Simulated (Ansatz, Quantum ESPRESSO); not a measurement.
Given: the input of a run of Ansatz 0.2.0 on AlNi. The cell comes from a database or a generator and needn't be the stable form of this composition.

Contents of input.yaml:

```yaml
crystal:
  lattice:
    - [1.938694, -1.95319015, 0.0]
    - [1.938694, 1.95319015, 0.0]
    - [0.0, 0.0, 3.0994300413]
  atoms:
    - { symbol: Ni, position: [0.5, 0.5, 0.5], spin: 1.0 }
    - { symbol: Al, position: [0.0, 0.0, 0.0] }
hamiltonian:
  xc: pbesol
  pseudopotentials: { kind: paw }
magnetization:
  spin_polarized: true
kpoints:
  mp_grid: { grid: [10, 10, 9] }
scf:
  occupations: { method: fermi_dirac, width: 0.05 }
output:
  forces: true
  stress: true
  eigenvalues: true
```

Potentials or basis: Ansatz PAW.

The run is started by

```bash
$ ansatz run input.yaml --threads 1 --pin off --max-ram 3584MiB --backend cpu --events-out ev --progress --plain --runs-dir out
```

Question: Translate it to Quantum ESPRESSO 7.5. Potentials or basis there: GBRV 1.5 PBEsol, cutoff 612 eV.

Answer: As run (cutoffs and basis follow the program's own potentials, and thresholds, step limits or extra output files can differ):

pw.in

```
&CONTROL
  calculation = 'scf'
  prefix = 'pwscf'
  outdir = './tmp'
  pseudo_dir = './pseudo'
  tprnfor = .true.
  tstress = .true.
  disk_io = 'low'
/
&SYSTEM
  ibrav = 0
  celldm(1) = 8
  nat = 2
  ntyp = 2
  ecutwfc = 45
  ecutrho = 360
  nbnd = 20
  occupations = 'smearing'
  smearing = 'fd'
  degauss = 0.00367493
  nspin = 2
  starting_magnetization(1) = 0.0556
  starting_magnetization(2) = 0
/
&ELECTRONS
  conv_thr = 4d-10
  electron_maxstep = 120
  mixing_beta = 0.3
/
ATOMIC_SPECIES
Ni    58.6934 ni_pbesol_v1.4.uspp.F.UPF
Al    26.9815 al_pbesol_v1.uspp.F.UPF
CELL_PARAMETERS alat
  0.4579500874319  -0.4613743066021   0.0000000000000
  0.4579500874319   0.4613743066021   0.0000000000000
  0.0000000000000   0.0000000000000   0.7321342400618
ATOMIC_POSITIONS crystal
Ni     0.5000000000    0.5000000000    0.5000000000
Al     0.0000000000    0.0000000000    0.0000000000
K_POINTS automatic
10 10 9 0 0 0
```

The input pp_density.in:

```
&INPUTPP
  prefix = 'pwscf'
  outdir = './tmp'
  filplot = 'density.dat'
  plot_num = 0
/
&PLOT
  nfile = 1
  filepp(1) = 'density.dat'
  iflag = 3
  output_format = 6
  fileout = 'density.cube'
/
```

pp_potential.in

```
&INPUTPP
  prefix = 'pwscf'
  outdir = './tmp'
  filplot = 'potential.dat'
  plot_num = 11
/
&PLOT
  nfile = 1
  filepp(1) = 'potential.dat'
  iflag = 3
  output_format = 6
  fileout = 'potential.cube'
/
```

The input pp_spin.in:

```
&INPUTPP
  prefix = 'pwscf'
  outdir = './tmp'
  filplot = 'spin.dat'
  plot_num = 6
/
&PLOT
  nfile = 1
  filepp(1) = 'spin.dat'
  iflag = 3
  output_format = 6
  fileout = 'spin.cube'
/
```

Potentials or basis: GBRV 1.5 PBEsol.

Launch:

```bash
$ OMP_NUM_THREADS=1 mpirun -n 2 pw.x -nk 2 -in pw.in > pw.out
$ OMP_NUM_THREADS=1 mpirun -n 1 pp.x -in pp_density.in > pp_density.out
$ OMP_NUM_THREADS=1 mpirun -n 1 pp.x -in pp_potential.in > pp_potential.out
$ OMP_NUM_THREADS=1 mpirun -n 1 pp.x -in pp_spin.in > pp_spin.out
```

Both were run:

|  | Ansatz | Quantum ESPRESSO |
| --- | --- | --- |
| Pressure | 0.5 GPa | 0.5 GPa |
| Net moment | 0.00 μB per cell | 0.00 μB per cell |
| Absolute moment | 0.00 μB per cell | 0.00 μB per cell |

Ansatz's pressure holds a Pulay term of +0.06 GPa for its cutoff of 420 eV, which the other run lacks.

Ansatz's potentials were made for PBE.

Where Ansatz's input types no cutoff or centring, it takes its own default and a Γ-centred mesh.

The magnetic state is the one that the start led to; the real crystal's order can differ.

Pressure is positive in compression.
